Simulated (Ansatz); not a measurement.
# Si: the cost of one run

Method: DFT PBE, scalar-relativistic, plane waves, PAW, in Ansatz 0.2.0.

1 further run of the same task is left out (set aside as unsound or not needed).

## (1) The starting structure

Symmetry: Fmmm, No. 69, orthorhombic system. Conventional cell: a = 3.068 Å, b = 5.250 Å, c = 8.420 Å, α = 90.00°, β = 90.00°, γ = 90.00°. Si (site symmetry m2m) is surrounded by 3 Si at 1.68 to 1.80 Å.

As a file:

```xyz
2
Lattice="0.0000 2.6251 4.2099 1.5340 0.0000 4.2099 1.5340 2.6251 0.0000" Properties=species:S:1:pos:R:3 pbc="T T T"
Si    1.5340    0.8380    4.2099
Si    1.5340    4.4121    4.2099
```

It was made, by the change told below, from a structure of the Crystallography Open Database.

## (2) One element swapped, cell strained: C → Si, first probe

The structure above already holds this change against its source: Si takes all sites of C, and lengths are scaled by 1.276 as a first guess of the size; strain xx, yy, zz, yz, xz, xy = -2.1, -3.3, -1.5, +0.0, +0.0, +0.0 %; atoms moved by 0.03 Å root mean square, at most 0.03 Å.

Contents of input.yaml:

```yaml
crystal:
  lattice:
    - [0.0, 2.6250835082, 4.2099487674]
    - [1.5339946558, 0.0, 4.2099487674]
    - [1.5339946558, 2.6250835082, 0.0]
  atoms:
    - { symbol: Si, position: [0.1596178138, 0.8403821862, 0.1596178138] }
    - { symbol: Si, position: [0.8403821862, 0.1596178138, 0.8403821862] }
basis:
  ecutwfc: 420
kpoints:
  mp_grid: { grid: [8, 8, 8] }
hamiltonian:
  xc: pbe
scf:
  occupations: { method: gaussian, width: 0.1 }
output:
  forces: true
  stress: true
  eigenvalues: true
```

Q: Estimate wall time and peak memory on 1 thread of an x86-64 CPU, shared host.

About 1.3 s, with a peak of 0.34 GiB.
